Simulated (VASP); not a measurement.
Crystal: Al2Au.

```xyz
3
Lattice="0.0000 3.0000 3.0000 3.0000 0.0000 3.0000 3.0000 3.0000 0.0000" Properties=species:S:1:pos:R:3 pbc="T T T"
Au    0.0000    0.0000    0.0000
Al    4.5000    4.5000    4.5000
Al    1.5000    1.5000    1.5000
```

* Program: VASP 6.6.1
* Task: relaxation of cell and atoms
* Functional: LDA
* Potentials or basis: VASP PAW LDA potentials, release 64 (Au, Al)
* Cutoff: 600 eV
* k mesh: 8 × 8 × 8
* Occupations: fermi-dirac, width 0.05 eV
* Spin: no spin polarisation

At the start: pressure -2.4 GPa; volume 18.00 Å³/atom.

Where does the relaxation end?

Over 3 steps the energy falls by 2.9 meV/atom and the volume is 17.63 Å³/atom (-2.1 %); space group Fm-3m (No. 225, to 0.05 Å).

Step by step:
| step | energy change (eV) | largest force (eV/Å) | pressure (GPa) | volume (Å³) |
| --- | --- | --- | --- | --- |
| 1 | 0.0000 | 0.0000 | -2.40 | 54.00 |
| 2 | -0.0019 | 0.0000 | 2.32 | 51.92 |
| 3 | -0.0086 | 0.0000 | -0.02 | 52.88 |

Final structure:
```
CELL_PARAMETERS angstrom
0.00000 2.97905 2.97905
2.97905 0.00000 2.97905
2.97905 2.97905 0.00000
ATOMIC_POSITIONS crystal
Au 0.00000 0.00000 0.00000
Al 0.75000 0.75000 0.75000
Al 0.25000 0.25000 0.25000
```
